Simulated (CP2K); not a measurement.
**Al2Pt under changes of volume**

One of the cells (17.202 Å³/atom); the others are scaled copies at fixed shape and fractional positions:

```
Pt Al
1.0
     4.17900    0.00000    0.00000
     2.08950    3.61912    0.00000
     2.08950    1.20637    3.41214
Pt Al
1 2
Direct
  0.00000 0.00000 0.00000
  0.75000 0.75000 0.75000
  0.25000 0.25000 0.25000
```

* Program: CP2K 2026.2
* Functional: LDA
* Potentials or basis: GTH_POTENTIALS Pt GTH-PADE-q18, Al GTH-PADE-q3; TZVP-MOLOPT-PBE-GTH basis
* Density cutoff: 6123 eV
* k mesh: 8 × 8 × 8
* Occupations: fermi-dirac, width 0.1 eV
* Spin: no spin polarisation

```tsv
volume (Å³/atom)	energy over the lowest point (meV/atom)	pressure (GPa)
16.170	0.00	0.0
16.514	?	?
16.858	14.88	-6.6
17.202	32.04	-9.3
17.546	54.78	-11.8
17.890	82.52	-14.0
18.234	114.71	-15.9
```

Question: What does the run at 16.514 Å³/atom give?

Answer: Energy over the lowest point 3.95 meV/atom; pressure -3.5 GPa.

Worked out: A Birch-Murnaghan fit of order 3 (a polynomial in V^(-2/3)) to the other rows has its minimum at 16.16 Å³/atom, just outside them, with B0 = V·E''(V) = 171 GPa and B' = 4.3. It gives 3.95 meV/atom at 16.514 Å³/atom, against the run's 3.95, and -dE/dV = -3.5 GPa, against -3.5.

Energies are extrapolated to zero smearing.

Caveats: the basis of atomic orbitals isn't converged, which shifts pressures, moduli and gaps.
